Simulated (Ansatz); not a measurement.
Consider the following.

CaF2 (fluorite)

```
CELL_PARAMETERS angstrom
      0.00000     5.51101     5.51101
      2.75551     0.00000     2.75551
      2.75551     2.75551     0.00000
ATOMIC_POSITIONS crystal
  Ca 0.00000 0.00000 0.00000
  Ca 0.50000 0.00000 0.00000
  F  0.12500 0.25000 0.25000
  F  0.62500 0.25000 0.25000
  F  0.37500 0.75000 0.75000
  F  0.87500 0.75000 0.75000
```

A phonon eigenvector at L = (0.5, 0.0, 0.0) is frozen into this cell: atom i moves by Q times the vector below, so Q is the largest atomic displacement, in Å. The cell is held. (q is in reciprocal vectors of the primitive cell; the cell shown is doubled to hold the pattern.)

```json
[
 {"atom": "F3", "x": "0.577", "y": "-0.577", "z": "-0.577"},
 {"atom": "F4", "x": "-0.577", "y": "0.577", "z": "0.577"},
 {"atom": "F5", "x": "0.577", "y": "-0.577", "z": "-0.577"},
 {"atom": "F6", "x": "-0.577", "y": "0.577", "z": "0.577"}
]
```

Atoms not listed stay in place.

These are PBE (plane waves to 420 eV, PAW, scalar-relativistic; Ansatz, an electronic-structure program) values and carry that method's errors. k mesh 5×10×10 (Γ-centred), Fermi-Dirac smearing 0.05 eV. The energy includes the smearing's −TS. CaF2 was relaxed with its symmetry unable to fall. The PAW data are Ansatz's earlier set. ΔE is measured from the undisplaced structure.

The scan covers Q from -0.280 to 0.280 Å in 13 points.

Question: Is this a single well or a double well?

Answer: A single well with its minimum at or next to zero displacement.

Question: Which space group does the distorted structure have?

Answer: R-3m (No. 166), lowered from Fm-3m.

Question: What is the energy change at Q = 0.280 Å?

Answer: 1163 meV/cell.

Question: What harmonic wavenumber does the curvature at Q = 0 give?

Answer: 319 cm⁻¹.

(A displaced cell: forces are minus the slopes of the energy, force constants its curvatures, and phonons follow from these.)
